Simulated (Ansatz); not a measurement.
# C: sliding across a plane

This session takes C and sets out to slide the crystal rigidly across a (0 0 1) plane.

A COD entry behind a cell of this session may itself be a prediction, so a difference from it is no test against experiment.

Computed with Ansatz 0.2.0 (DFT r2SCAN, scalar-relativistic, plane waves, PAW, unless a step's input says otherwise).

2 further runs of the same task are left out: 2 set aside as unsound or not needed. Runs told in other sessions of the task aren't counted.

## (1) Starting point

The structure is hexagonal, space group P6_3/mmc (No. 194). The conventional cell has a = 2.510 Å, b = 2.510 Å, c = 8.280 Å, α = 90.00°, β = 90.00°, γ = 120.00°. C (site symmetry 3m) has 4 C at 1.54 Å in its first shell of neighbours. Around C (site symmetry 3m) lie 4 C at 1.54 to 1.57 Å.

Coordinates:

```cif
data_structure
_symmetry_space_group_name_H-M 'P6_3/mmc'
_symmetry_Int_Tables_number 194
_cell_length_a 2.5098
_cell_length_b 2.5098
_cell_length_c 8.2803
_cell_angle_alpha 90.000
_cell_angle_beta 90.000
_cell_angle_gamma 120.000
_cell_volume 45.17
loop_
_atom_site_label
_atom_site_type_symbol
_atom_site_symmetry_multiplicity
_atom_site_Wyckoff_symbol
_atom_site_fract_x
_atom_site_fract_y
_atom_site_fract_z
_atom_site_occupancy
C1 C 4 e 0.00000 0.00000 0.59293 1
C2 C 4 f 0.33333 0.66667 0.65550 1
```

It is built from the cell relaxed beforehand with the same method (5.65 Å³/atom).

## (2) The reference cell

The cell is repeated 2 times, 16 atoms in all. Reference values: F = -4024.7236 eV; pressure 0.00 GPa; largest force 0.002 eV/Å; gap on the mesh 4.80 eV. It was computed beforehand with the settings of the runs below.

## (3) Next: sliding across a plane

The cut lies on the cell's a–b face, a (0 0 1) plane of area 5.46 Å², between layers 1.57 Å apart (C below, C above); the cell is 16.6 Å thick. Vector c is tilted by f times 1·a + 0·b (length 2.510 Å) with the atoms' Cartesian places fixed: one unrelaxed fault per cell.

## (4) At f = 0.200

Input file input.yaml:

```yaml
crystal:
  lattice:
    - [-2.5098396889, 0.0, 0.0]
    - [-1.2549198445, -2.17358493, 0.0]
    - [-0.5019679378, 0.0, 16.5606492275]
  atoms:
    - { symbol: C, position: [-0.1342933477, 0.0, 0.6714667384] }
    - { symbol: C, position: [-0.0342933477, 0.0, 0.1714667384] }
    - { symbol: C, position: [-0.1842933477, 1.0, 0.9214667384] }
    - { symbol: C, position: [-0.0842933477, 1.0, 0.4214667384] }
    - { symbol: C, position: [-0.1657066523, 0.0, 0.8285332616] }
    - { symbol: C, position: [-0.0657066523, 0.0, 0.3285332616] }
    - { symbol: C, position: [-0.0157066523, 1.0, 0.0785332616] }
    - { symbol: C, position: [-0.1157066523, 1.0, 0.5785332616] }
    - { symbol: C, position: [0.1927837123, 0.3333333333, 0.7027481051] }
    - { symbol: C, position: [0.2927837123, 0.3333333333, 0.2027481051] }
    - { symbol: C, position: [0.4761170456, 0.6666666667, 0.9527481051] }
    - { symbol: C, position: [0.5761170456, 0.6666666667, 0.4527481051] }
    - { symbol: C, position: [0.1738829544, 0.3333333333, 0.7972518949] }
    - { symbol: C, position: [0.2738829544, 0.3333333333, 0.2972518949] }
    - { symbol: C, position: [0.6572162877, 0.6666666667, 0.0472518949] }
    - { symbol: C, position: [0.5572162877, 0.6666666667, 0.5472518949] }
basis:
  ecutwfc: 500
kpoints:
  mp_grid: { grid: [10, 10, 2] }
hamiltonian:
  xc: r2scan
scf:
  occupations: { method: gaussian, width: 0.05 }
output:
  forces: true
  stress: true
  eigenvalues: true
```

Started as:

```sh
ansatz run input.yaml --threads 2 --pin off --max-ram 5120MiB --backend cpu --events-out ev --progress --plain --runs-dir out
```

What it wrote, cut to the lines that bear on the results:

```text
Warning: RAYON_NUM_THREADS=2 ignored (pool sized by the plan → 2); use --threads N
[...]
Pseudopotentials: kind: paw
Pseudopotential: C, paw, valence charge 4, recommended cutoff 500 eV (meta_gga), C.paw.azcp
Functional definition: r2SCAN
[...]
Crystal: 16 atoms, lattice volume = 90.344 Å³
Basis set: ecut = 500 eV, 2309 PW (Γ), exchange–correlation on 80×80×500 points (64 copies of the dense FFT grid, shifted against one another)
Bands: 48, of which v1, the nominal top of the filled ones, is band 32 counted from 1 (31 counted from 0)
Symmetry: 2 space group operations
Space group: C2 (ITA 5), of the structure as read, at distance tolerance 4.5e-5 Å
k-points: 62 of 200 (time reversal used)
[...]
SCF iter   1: F=—  HF=-4023.284678 eV  |F-HF|=—  |Δ(HF+E_count)|=         —  Δρ=9.76e-3  dr2=3.25e-2  dr2_τ=3.05e0  ethr=1.77e-3  ⟨swp⟩=6.0  Hψ=13486  notcnv=0  defer=195
[...]
SCF iter   8: F=-4023.737028 eV  HF=-4023.737028 eV  |F-HF|=2.52e-8  |Δ(HF+E_count)|=   6.64e-7  Δρ=1.38e-5  dr2=7.78e-8  dr2_τ=1.17e-8  ethr=1.56e-10  ⟨swp⟩=8.7  Hψ=12427  notcnv=0
[...]
SCF converged after 8 iterations
Free energy (F): -4023.737028 eV
[...]
E sigma→0 (E₀):  -4023.737028 eV
Fermi energy:    15.785709 eV
[...]
--- Forces (eV/Å), atoms counted from 1 ---
  atom   1  C      0.00052044    -0.00011151     0.00258982
  atom   2  C      0.36360154    -0.04005387     0.10720636
  atom   3  C      0.00951085    -0.20730342     0.00021624
  atom   4  C      0.00289891    -0.00011336     0.00286986
  atom   5  C     -0.36360154    -0.04005387    -0.10720636
  atom   6  C     -0.00052044    -0.00011151    -0.00258982
  atom   7  C     -0.00951085    -0.20730342    -0.00021624
  atom   8  C     -0.00289891    -0.00011336    -0.00286986
[...]
--- Stress (GPa, compression-positive) ---
       -2.271543       0.000000      13.898317
        0.000000       0.749627      -0.000000
       13.898317      -0.000000       1.827009
  P = ⅓ Tr σ = 0.1017 GPa (1.017 kbar)
--- Band table (eV; the first three rows and the last of 62) ---
[...]
```

Wall time 18 s (2 threads of Oxide Virtual Turin-like (Zen 5), shared host); peak memory 0.67 GiB.

## (5) Point f = 0.400

Input file input.yaml:

```yaml
crystal:
  lattice:
    - [-2.5098396889, 0.0, 0.0]
    - [-1.2549198445, -2.17358493, 0.0]
    - [-1.0039358756, 0.0, 16.5606492275]
  atoms:
    - { symbol: C, position: [-0.2685866954, 0.0, 0.6714667384] }
    - { symbol: C, position: [-0.0685866954, 0.0, 0.1714667384] }
    - { symbol: C, position: [-0.3685866954, 1.0, 0.9214667384] }
    - { symbol: C, position: [-0.1685866954, 1.0, 0.4214667384] }
    - { symbol: C, position: [-0.3314133046, 0.0, 0.8285332616] }
    - { symbol: C, position: [-0.1314133046, 0.0, 0.3285332616] }
    - { symbol: C, position: [-0.0314133046, 1.0, 0.0785332616] }
    - { symbol: C, position: [-0.2314133046, 1.0, 0.5785332616] }
    - { symbol: C, position: [0.0522340913, 0.3333333333, 0.7027481051] }
    - { symbol: C, position: [0.2522340913, 0.3333333333, 0.2027481051] }
    - { symbol: C, position: [0.2855674246, 0.6666666667, 0.9527481051] }
    - { symbol: C, position: [0.4855674246, 0.6666666667, 0.4527481051] }
    - { symbol: C, position: [0.0144325754, 0.3333333333, 0.7972518949] }
    - { symbol: C, position: [0.2144325754, 0.3333333333, 0.2972518949] }
    - { symbol: C, position: [0.6477659087, 0.6666666667, 0.0472518949] }
    - { symbol: C, position: [0.4477659087, 0.6666666667, 0.5472518949] }
basis:
  ecutwfc: 500
kpoints:
  mp_grid: { grid: [10, 10, 2] }
hamiltonian:
  xc: r2scan
scf:
  occupations: { method: gaussian, width: 0.05 }
output:
  forces: true
  stress: true
  eigenvalues: true
```

Started as:

```sh
ansatz run input.yaml --threads 2 --pin off --max-ram 5120MiB --backend cpu --events-out ev --progress --plain --runs-dir out
```

What it wrote, cut to the lines that bear on the results:

```text
Warning: RAYON_NUM_THREADS=2 ignored (pool sized by the plan → 2); use --threads N
[...]
[... 3 set-up lines as earlier in the session ...]
[...]
Crystal: 16 atoms, lattice volume = 90.344 Å³
Basis set: ecut = 500 eV, 2299 PW (Γ), exchange–correlation on 80×80×500 points (64 copies of the dense FFT grid, shifted against one another)
Bands: 48, of which v1, the nominal top of the filled ones, is band 32 counted from 1 (31 counted from 0)
[... 2 set-up lines as earlier in the session ...]
k-points: 62 of 200 (time reversal used)
[...]
SCF iter   1: F=—  HF=-4020.751095 eV  |F-HF|=—  |Δ(HF+E_count)|=         —  Δρ=1.09e-2  dr2=5.78e-2  dr2_τ=3.00e0  ethr=1.77e-3  ⟨swp⟩=6.2  Hψ=13187  notcnv=0  defer=322
[...]
SCF iter   9: F=-4021.205340 eV  HF=-4021.205340 eV  |F-HF|=1.41e-8  |Δ(HF+E_count)|=   1.10e-7  Δρ=9.58e-6  dr2=2.84e-8  dr2_τ=3.43e-9  ethr=1.56e-10  ⟨swp⟩=11.3  Hψ=11160  notcnv=0
[...]
SCF converged after 9 iterations
Free energy (F): -4021.205340 eV
[...]
E sigma→0 (E₀):  -4021.205340 eV
Fermi energy:    14.344153 eV
[...]
--- Forces (eV/Å), atoms counted from 1 ---
  atom   1  C     -0.00171103    -0.00131162     0.00413573
  atom   2  C      0.50014471    -0.23729010     0.37649120
  atom   3  C     -0.10532086    -0.54409446    -0.09287509
  atom   4  C      0.00399105    -0.00031707     0.00530313
  atom   5  C     -0.50014471    -0.23729010    -0.37649120
  atom   6  C      0.00171103    -0.00131162    -0.00413573
  atom   7  C      0.10532086    -0.54409446     0.09287509
  atom   8  C     -0.00399105    -0.00031707    -0.00530313
[...]
--- Stress (GPa, compression-positive) ---
       -6.913808       0.000000      19.358998
        0.000000       1.794922      -0.000000
       19.358991      -0.000000      11.047758
  P = ⅓ Tr σ = 1.9763 GPa (19.763 kbar)
--- Band table (eV; the first three rows and the last of 62) ---
[...]
```

It took 17 s on 2 threads of Oxide Virtual Turin-like (Zen 5), shared host; peak memory 0.67 GiB.

## (6) f = 0.100

Input file input.yaml:

```yaml
crystal:
  lattice:
    - [-2.5098396889, 0.0, 0.0]
    - [-1.2549198445, -2.17358493, 0.0]
    - [-0.2509839689, 0.0, 16.5606492275]
  atoms:
    - { symbol: C, position: [-0.0671466738, 0.0, 0.6714667384] }
    - { symbol: C, position: [-0.0171466738, 0.0, 0.1714667384] }
    - { symbol: C, position: [-0.0921466738, 1.0, 0.9214667384] }
    - { symbol: C, position: [-0.0421466738, 1.0, 0.4214667384] }
    - { symbol: C, position: [-0.0828533262, 0.0, 0.8285332616] }
    - { symbol: C, position: [-0.0328533262, 0.0, 0.3285332616] }
    - { symbol: C, position: [-0.0078533262, 1.0, 0.0785332616] }
    - { symbol: C, position: [-0.0578533262, 1.0, 0.5785332616] }
    - { symbol: C, position: [0.2630585228, 0.3333333333, 0.7027481051] }
    - { symbol: C, position: [0.3130585228, 0.3333333333, 0.2027481051] }
    - { symbol: C, position: [0.5713918562, 0.6666666667, 0.9527481051] }
    - { symbol: C, position: [0.6213918562, 0.6666666667, 0.4527481051] }
    - { symbol: C, position: [0.2536081438, 0.3333333333, 0.7972518949] }
    - { symbol: C, position: [0.3036081438, 0.3333333333, 0.2972518949] }
    - { symbol: C, position: [0.6619414772, 0.6666666667, 0.0472518949] }
    - { symbol: C, position: [0.6119414772, 0.6666666667, 0.5472518949] }
basis:
  ecutwfc: 500
kpoints:
  mp_grid: { grid: [10, 10, 2] }
hamiltonian:
  xc: r2scan
scf:
  occupations: { method: gaussian, width: 0.05 }
output:
  forces: true
  stress: true
  eigenvalues: true
```

Started as:

```sh
ansatz run input.yaml --threads 2 --pin off --max-ram 5120MiB --backend cpu --events-out ev --progress --plain --runs-dir out
```

What it wrote, cut to the lines that bear on the results:

```text
Warning: RAYON_NUM_THREADS=2 ignored (pool sized by the plan → 2); use --threads N
[...]
[... 3 set-up lines as earlier in the session ...]
[...]
Crystal: 16 atoms, lattice volume = 90.344 Å³
Basis set: ecut = 500 eV, 2311 PW (Γ), exchange–correlation on 80×80×500 points (64 copies of the dense FFT grid, shifted against one another)
Bands: 48, of which v1, the nominal top of the filled ones, is band 32 counted from 1 (31 counted from 0)
[... 2 set-up lines as earlier in the session ...]
k-points: 62 of 200 (time reversal used)
[...]
SCF iter   1: F=—  HF=-4024.023809 eV  |F-HF|=—  |Δ(HF+E_count)|=         —  Δρ=9.55e-3  dr2=2.86e-2  dr2_τ=3.07e0  ethr=1.77e-3  ⟨swp⟩=6.0  Hψ=13527  notcnv=0  defer=154
[...]
SCF iter   9: F=-4024.475398 eV  HF=-4024.475398 eV  |F-HF|=1.92e-9  |Δ(HF+E_count)|=   9.41e-8  Δρ=5.01e-6  dr2=1.17e-8  dr2_τ=1.51e-9  ethr=1.56e-10  ⟨swp⟩=9.3  Hψ=10179  notcnv=0
[...]
SCF converged after 9 iterations
Free energy (F): -4024.475398 eV
[...]
E sigma→0 (E₀):  -4024.475398 eV
Fermi energy:    15.922865 eV
[...]
--- Forces (eV/Å), atoms counted from 1 ---
  atom   1  C      0.00051096    -0.00002557     0.00227948
  atom   2  C      0.19398254    -0.00864406     0.02930808
  atom   3  C      0.02624467    -0.05984600     0.00288381
  atom   4  C      0.00157266    -0.00001285     0.00233321
  atom   5  C     -0.19398254    -0.00864406    -0.02930808
  atom   6  C     -0.00051096    -0.00002557    -0.00227948
  atom   7  C     -0.02624467    -0.05984600    -0.00288381
  atom   8  C     -0.00157266    -0.00001285    -0.00233321
[...]
--- Stress (GPa, compression-positive) ---
       -0.594021       0.000000       7.124271
        0.000000       0.220743      -0.000000
        7.124271      -0.000000       0.301897
  P = ⅓ Tr σ = -0.0238 GPa (-0.238 kbar)
--- Band table (eV; the first three rows and the last of 62) ---
[...]
```

It took 22 s on 2 threads of Oxide Virtual Turin-like (Zen 5), shared host; peak memory 0.68 GiB.

## (7) Point f = 0.300

Input file input.yaml:

```yaml
crystal:
  lattice:
    - [-2.5098396889, 0.0, 0.0]
    - [-1.2549198445, -2.17358493, 0.0]
    - [-0.7529519067, 0.0, 16.5606492275]
  atoms:
    - { symbol: C, position: [-0.2014400215, 0.0, 0.6714667384] }
    - { symbol: C, position: [-0.0514400215, 0.0, 0.1714667384] }
    - { symbol: C, position: [-0.2764400215, 1.0, 0.9214667384] }
    - { symbol: C, position: [-0.1264400215, 1.0, 0.4214667384] }
    - { symbol: C, position: [-0.2485599785, 0.0, 0.8285332616] }
    - { symbol: C, position: [-0.0985599785, 0.0, 0.3285332616] }
    - { symbol: C, position: [-0.0235599785, 1.0, 0.0785332616] }
    - { symbol: C, position: [-0.1735599785, 1.0, 0.5785332616] }
    - { symbol: C, position: [0.1225089018, 0.3333333333, 0.7027481051] }
    - { symbol: C, position: [0.2725089018, 0.3333333333, 0.2027481051] }
    - { symbol: C, position: [0.3808422351, 0.6666666667, 0.9527481051] }
    - { symbol: C, position: [0.5308422351, 0.6666666667, 0.4527481051] }
    - { symbol: C, position: [0.0941577649, 0.3333333333, 0.7972518949] }
    - { symbol: C, position: [0.2441577649, 0.3333333333, 0.2972518949] }
    - { symbol: C, position: [0.6524910982, 0.6666666667, 0.0472518949] }
    - { symbol: C, position: [0.5024910982, 0.6666666667, 0.5472518949] }
basis:
  ecutwfc: 500
kpoints:
  mp_grid: { grid: [10, 10, 2] }
hamiltonian:
  xc: r2scan
scf:
  occupations: { method: gaussian, width: 0.05 }
output:
  forces: true
  stress: true
  eigenvalues: true
```

Started as:

```sh
ansatz run input.yaml --threads 2 --pin off --max-ram 5120MiB --backend cpu --events-out ev --progress --plain --runs-dir out
```

What it wrote, cut to the lines that bear on the results:

```text
Warning: RAYON_NUM_THREADS=2 ignored (pool sized by the plan → 2); use --threads N
[...]
[... 3 set-up lines as earlier in the session ...]
[...]
Crystal: 16 atoms, lattice volume = 90.344 Å³
Basis set: ecut = 500 eV, 2301 PW (Γ), exchange–correlation on 80×80×500 points (64 copies of the dense FFT grid, shifted against one another)
Bands: 48, of which v1, the nominal top of the filled ones, is band 32 counted from 1 (31 counted from 0)
[... 2 set-up lines as earlier in the session ...]
k-points: 62 of 200 (time reversal used)
[...]
SCF iter   1: F=—  HF=-4022.119130 eV  |F-HF|=—  |Δ(HF+E_count)|=         —  Δρ=1.01e-2  dr2=4.11e-2  dr2_τ=3.02e0  ethr=1.77e-3  ⟨swp⟩=6.0  Hψ=13272  notcnv=0  defer=283
[...]
SCF iter   9: F=-4022.572776 eV  HF=-4022.572776 eV  |F-HF|=8.28e-9  |Δ(HF+E_count)|=   8.46e-8  Δρ=6.70e-6  dr2=1.29e-8  dr2_τ=1.82e-9  ethr=1.56e-10  ⟨swp⟩=10.4  Hψ=10688  notcnv=0
[...]
SCF converged after 9 iterations
Free energy (F): -4022.572776 eV
[...]
E sigma→0 (E₀):  -4022.572776 eV
Fermi energy:    15.139741 eV
[...]
--- Forces (eV/Å), atoms counted from 1 ---
  atom   1  C     -0.00019782    -0.00038259     0.00338794
  atom   2  C      0.48561663    -0.10864336     0.22697351
  atom   3  C     -0.04894680    -0.37993933    -0.01900065
  atom   4  C      0.00385761    -0.00034413     0.00399852
  atom   5  C     -0.48561663    -0.10864336    -0.22697351
  atom   6  C      0.00019782    -0.00038259    -0.00338794
  atom   7  C      0.04894680    -0.37993933     0.01900065
  atom   8  C     -0.00385761    -0.00034413    -0.00399852
[...]
--- Stress (GPa, compression-positive) ---
       -4.580603       0.000000      19.006056
        0.000000       1.335412      -0.000000
       19.006055      -0.000000       5.477133
  P = ⅓ Tr σ = 0.7440 GPa (7.440 kbar)
--- Band table (eV; the first three rows and the last of 62) ---
[...]
```

It took 18 s on 2 threads of Oxide Virtual Turin-like (Zen 5), shared host; peak memory 0.67 GiB.

## (8) At f = 0.500

Input file input.yaml:

```yaml
crystal:
  lattice:
    - [-2.5098396889, 0.0, 0.0]
    - [-1.2549198445, -2.17358493, 0.0]
    - [-1.2549198444, 0.0, 16.5606492275]
  atoms:
    - { symbol: C, position: [-0.3357333692, 0.0, 0.6714667384] }
    - { symbol: C, position: [-0.0857333692, 0.0, 0.1714667384] }
    - { symbol: C, position: [-0.4607333692, 1.0, 0.9214667384] }
    - { symbol: C, position: [-0.2107333692, 1.0, 0.4214667384] }
    - { symbol: C, position: [-0.4142666308, 0.0, 0.8285332616] }
    - { symbol: C, position: [-0.1642666308, 0.0, 0.3285332616] }
    - { symbol: C, position: [-0.0392666308, 1.0, 0.0785332616] }
    - { symbol: C, position: [-0.2892666308, 1.0, 0.5785332616] }
    - { symbol: C, position: [-0.0180407192, 0.3333333333, 0.7027481051] }
    - { symbol: C, position: [0.2319592808, 0.3333333333, 0.2027481051] }
    - { symbol: C, position: [0.1902926141, 0.6666666667, 0.9527481051] }
    - { symbol: C, position: [0.4402926141, 0.6666666667, 0.4527481051] }
    - { symbol: C, position: [-0.0652926141, 0.3333333333, 0.7972518949] }
    - { symbol: C, position: [0.1847073859, 0.3333333333, 0.2972518949] }
    - { symbol: C, position: [0.6430407192, 0.6666666667, 0.0472518949] }
    - { symbol: C, position: [0.3930407192, 0.6666666667, 0.5472518949] }
basis:
  ecutwfc: 500
kpoints:
  mp_grid: { grid: [10, 10, 2] }
hamiltonian:
  xc: r2scan
scf:
  occupations: { method: gaussian, width: 0.05 }
output:
  forces: true
  stress: true
  eigenvalues: true
```

Started as:

```sh
ansatz run input.yaml --threads 2 --pin off --max-ram 5120MiB --backend cpu --events-out ev --progress --plain --runs-dir out
```

What it wrote, cut to the lines that bear on the results:

```text
[...]
SCF converged after 11 iterations
Free energy (F): -4020.291480 eV
[...]
E sigma→0 (E₀):  -4020.290538 eV
Entropy (-TS):   -0.001883 eV (-0.118 meV/atom)
Fermi energy:    13.608941 eV
[...]
--- Forces (eV/Å), atoms counted from 1 ---
  atom   1  C     -0.00032621    -0.01445375     0.06418983
  atom   2  C     -0.00031314    -0.38312543     0.63722388
  atom   3  C     -0.00017774    -0.72670576    -0.00082455
  atom   4  C     -0.00037952     0.01024866     0.04934326
  atom   5  C      0.00031314    -0.38312543    -0.63722388
  atom   6  C      0.00032621    -0.01445375    -0.06418983
  atom   7  C      0.00017774    -0.72670576     0.00082455
  atom   8  C      0.00037952     0.01024866    -0.04934326
[...]
--- Stress (GPa, compression-positive) ---
       -8.522760       0.000000       0.005037
        0.000000       1.850164      -0.000000
        0.005037      -0.000000      15.530595
  P = ⅓ Tr σ = 2.9527 GPa (29.527 kbar)
--- Band table (eV; the first three rows and the last of 62) ---
[...]
```

Run time: 22 s. Hardware: 2 threads of Oxide Virtual Turin-like (Zen 5), shared host; peak memory 0.67 GiB.

## (9) All points together

The scan, with free energies counted from the undisturbed cell:

```
    f  γ (mJ/m²)  shear traction (GPa)  gap on the mesh (eV)
0.000          0                   0.0                  4.80
0.100        729                  58.1                  4.72
0.200       2898                 113.7                  4.24
0.300       6317                 154.8                  2.80
0.400      10333                 154.8                  1.14
0.500      13017                   0.0                  0.00
```

Not run, since symmetry makes them alike: 0.600 repeats 0.400, 0.800 repeats 0.200, 0.700 repeats 0.300, 0.900 repeats 0.100. Energy, pressure and gap are the same there.

Where the gap reads zero, the mesh chosen for the insulator is on the coarse side.

## (10) Outcome

| quantity | value |
| --- | --- |
| highest fault energy sampled | 13017 mJ/m² at f = 0.500 |
| largest shear traction sampled | 154.8 GPa |

What this shows: Of the points run, the one at f = 0.500 is highest, 13017 mJ/m². Nothing is relaxed, so these energies are upper bounds; letting the layers move apart would lower them. The gap on the mesh, 4.80 eV at the start, reads zero at f = 0.500.
